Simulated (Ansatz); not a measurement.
## KBr (rocksalt): gap against strain (isotropic on every length)

KBr built on the rocksalt prototype, relaxed with r2SCAN in the PAW code Ansatz, then strained (isotropic on every length; changes of length per length, axes as in the cell below) with the atoms relaxed again within the symmetry that is left. The symmetry is Fm-3m (No. 225, cubic); conventional cell a = 6.604 Å, 36.01 Å³ an atom. K is surrounded by 6 Br at 3.30 Å; Br is surrounded by 6 K at 3.30 Å. No spin polarisation and no zero-point or thermal motion.

```xyz
2
Lattice="0.0000 3.3022 3.3022 3.3022 0.0000 3.3022 3.3022 3.3022 0.0000" Properties=species:S:1:pos:R:3 pbc="T T T"
K     0.0000    0.0000    0.0000
Br    3.3022    3.3022    3.3022
```

Gaps are the least over each mesh (PBE 6×6×6, r2SCAN 6×6×6, HSE06 4×4×4 when unstrained) and the special points, which keep their unstrained names; stress is the change from the unstrained cell, compression positive.

```
strain (%)  gap, PBE (eV)  gap, r2SCAN (eV)  gap, HSE06 (eV)  edges, HSE06  mean stress, r2SCAN (GPa)  energy rise, r2SCAN (meV/atom)
      -1.0          4.512             5.159            5.686             Γ                      +0.52                             1.9
       0.0          4.430             5.071            5.596             Γ                       0.00                             0.0
     +1.85          4.287             4.921            5.441             Γ                      -0.77                             4.8
```

**Question.** Estimate the row for a strain of -5.0 %.

**Answer.**
```
strain (%)  gap, PBE (eV)  gap, r2SCAN (eV)  gap, HSE06 (eV)  edges, HSE06  mean stress, r2SCAN (GPa)  energy rise, r2SCAN (meV/atom)
      -5.0          4.885             5.560            6.091             Γ                      +3.61                            50.8
```

Between zero and the nearest strains the slope of the HSE06 gap against strain is -0.090 eV per percent for negative and -0.084 for positive strain.

The runs are scalar-relativistic, without spin-orbit coupling.

The meshes of the hybrids are coarse, so their gaps aren't converged to the digits shown.
